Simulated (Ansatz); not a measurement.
**Contact densities of Na2S against volume**

```
Na S
1.0
     0.00000    3.26300    3.26300
     3.26300    0.00000    3.26300
     3.26300    3.26300    0.00000
Na S
2 1
Direct
  0.25000 0.25000 0.25000
  0.75000 0.75000 0.75000
  0.00000 0.00000 0.00000
```

Atom numbers follow the list: Na1, Na2, S3.

The cell is COD entry 1011374, as deposited and not checked against the literature; nothing was relaxed.

All numbers below come from DFT, PBEsol, all-electron PAW with datasets made for the crystal, scalar-relativistic (Ansatz 0.2.0).

Sampling and basis: a Γ-centred 8×8×8 k mesh, Fermi–Dirac smearing of 0.02 eV, cutoff 180 eV (chosen by the program for this cell), no spin polarisation.

The contact density is the mean electron density over the nuclear volume; its changes follow the s electrons' response to bonding and compression. Changes below are taken from the unscaled cell, where it is 5879.67 e/Å³ at Na1, 19715.6 e/Å³ at S3.

| V/V(cell) | P (GPa) | Δρ(0) Na1 (e/Å³) | Δρ(0) S3 (e/Å³) |
| --- | --- | --- | --- |
| 0.9400 | 1.7 | 0.18 | -0.45 |
| 0.9600 | 0.9 | ? | -0.30 |
| 0.9800 | 0.3 | 0.06 | ? |
| 0.9900 | 0.0 | 0.03 | -0.07 |
| 1.0000 | -0.3 | 0.00 | 0.00 |
| 1.0100 | -0.6 | -0.03 | 0.07 |
| 1.0200 | -0.9 | -0.05 | 0.15 |
| 1.0400 | -1.3 | -0.11 | 0.29 |
| 1.0600 | -1.8 | ? | 0.43 |

(1) Give the missing entry: row "0.9800", column "Δρ(0) S3 (e/Å³)".

(2) Fill in "Δρ(0) Na1 (e/Å³)" for the row "0.9600".

(3) What belongs in the row "1.0600", column "Δρ(0) Na1 (e/Å³)"?

The datasets are made afresh for each cell, so very small changes are uncertain.

Answers

(1) -0.15.

(2) 0.12.

(3) -0.16.
